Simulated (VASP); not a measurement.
Wanted: the native input for a VASP 6.6.1 run.

```
Task                   : relaxation of the atoms
Functional             : PBE
Potentials or basis    : VASP PAW PBE potentials, release 64 (C)
Cutoff                 : 450 eV
k mesh                 : 4 × 4 × 4
Occupations            : methfessel-paxton, width 0.1 eV
Spin                   : no spin polarisation
Monkhorst-Pack mesh    : no
Further INCAR settings : PREC = Normal; LREAL = Auto; ALGO = Normal; EDIFF = 1e-06; ISYM = 0; IBRION = 2; EDIFFG = -0.025; NSW = 70
```

The structure of C (a cell with a defect) lies in POSCAR:

```
C
1.0
   -7.4010330000      0.0000000000      0.0000000000
    3.7005150000      6.4094850000      0.0000000000
    0.0000000000      0.0000000000     -7.8190360000
C
35
Direct
    0.3333333300      0.0000000000      0.7500000000
    0.6666666700      0.3333333300      0.7500000000
    0.0000000000      0.0000000000      0.7500000000
    0.3333333300      0.3333333300      0.7500000000
    0.6666666700      0.6666666700      0.7500000000
    0.0000000000      0.3333333300      0.7500000000
    0.3333333300      0.6666666700      0.7500000000
    0.0000000000      0.6666666700      0.7500000000
    0.6666666700      0.0000000000      0.2500000000
    0.3333333300      0.0000000000      0.2500000000
    0.6666666700      0.3333333300      0.2500000000
    0.0000000000      0.0000000000      0.2500000000
    0.3333333300      0.3333333300      0.2500000000
    0.6666666700      0.6666666700      0.2500000000
    0.0000000000      0.3333333300      0.2500000000
    0.3333333300      0.6666666700      0.2500000000
    0.0000000000      0.6666666700      0.2500000000
    0.7777780000      0.2222223300      0.7500000000
    0.4444446700      0.2222223300      0.7500000000
    0.7777780000      0.5555556700      0.7500000000
    0.1111113300      0.2222223300      0.7500000000
    0.4444446700      0.5555556700      0.7500000000
    0.7777780000      0.8888890000      0.7500000000
    0.1111113300      0.5555556700      0.7500000000
    0.4444446700      0.8888890000      0.7500000000
    0.1111113300      0.8888890000      0.7500000000
    0.5555553300      0.1111110000      0.2500000000
    0.2222220000      0.1111110000      0.2500000000
    0.5555553300      0.4444443300      0.2500000000
    0.8888886700      0.1111110000      0.2500000000
    0.2222220000      0.4444443300      0.2500000000
    0.5555553300      0.7777776700      0.2500000000
    0.8888886700      0.4444443300      0.2500000000
    0.2222220000      0.7777776700      0.2500000000
    0.8888886700      0.7777776700      0.2500000000
```

These files were run (other wordings do the same):

INCAR

```
PREC = Normal
ENCUT = 450
EDIFF = 1E-6
ISMEAR = 1
SIGMA = 0.1
LREAL = Auto
LASPH = T
NELM = 80
ALGO = Normal
ISIF = 2
LWAVE = F
LCHARG = F
GGA = PE
IBRION = 2
NSW = 70
EDIFFG = -0.025
ICORELEVEL = 1
ISYM = 0
LUSENCCL = F
```

KPOINTS

```
Automatic mesh
0
Gamma
  4 4 4
```

Potentials or basis: VASP PAW PBE potentials, release 64 (C).

Run with:

```console
$ cat potpaw_PBE.64/C/POTCAR > POTCAR
$ mpirun -np 1 vasp_std > vasp.out
```

Results of the run:

```yaml
Energy_gained_by_relaxing: 7.1 meV/atom
Ionic_steps: 11
Largest_force_after_relaxing: 0.006 eV/Å
Band_gap_on_the_k_mesh: none (metal or under the smearing width)
```

Wall time 91 min on 1 × NVIDIA H100 80GB with 1 thread of AMD EPYC 7R13 Processor (Zen 3), with other jobs on the host, peak memory 1.6 GiB.
